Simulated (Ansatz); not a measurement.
Runs of Ansatz 0.2.0 on PtSe2 (Sudovikovite). It takes space group P-3m1 (No. 164, trigonal). Conventional cell: a = 3.724 Å, b = 3.724 Å, c = 5.062 Å, α = 90.00°, β = 90.00°, γ = 120.00°. Pt (site symmetry -3m) is surrounded by 6 Se at 2.49 Å. Around Se (site symmetry 3m) lie 3 Pt at 2.49 Å. 

```tsv
task	potentials or basis	k mesh	cutoff (eV)	smearing	basis error allowed	mesh quality	gap on the mesh (eV)	pressure (GPa)	largest force (eV/Å)
single point	all-electron LAPW, scalar-relativistic	5 × 5 × 3	292	fermi-dirac 0.03 eV	0.002 eV/atom	coarse	none	(a)	0.25
phonons	all-electron LAPW, scalar-relativistic	8 × 8 × 5	316	fermi-dirac 0.05 eV	0.002 eV/atom	not flagged	none	-	0.34
density of states	all-electron PAW datasets made for the crystal	8 × 8 × 5	360	fermi-dirac 0.05 eV	-	not flagged	none	2.1	0.34
elastic constants	all-electron LAPW, scalar-relativistic	6 × 6 × 4	316	fermi-dirac 0.05 eV	0.002 eV/atom	coarse	none	0.3	-
```

Alike in all rows: level PBEsol; no spin polarisation; cell as given.

**Question.** Fill in the values left out.

**Answer.** (a) 2.0.

Caveats: some runs use coarse meshes; the k mesh is thin for a metal, which can move the energy by tens of meV per atom (some runs); a metal's response needs a denser mesh (some runs); the program warned that the printed levels may be off, so bands, gaps and densities of states are rough (some runs); elastic constants of metals need much finer meshes, so these are rough (some runs).

A k mesh can miss the band edges, and the runs leave out spin-orbit coupling on Pt, Se.

A gap of «none» marks a metal or a gap under the smearing width.

The runs don't all hold the same shells in valence.
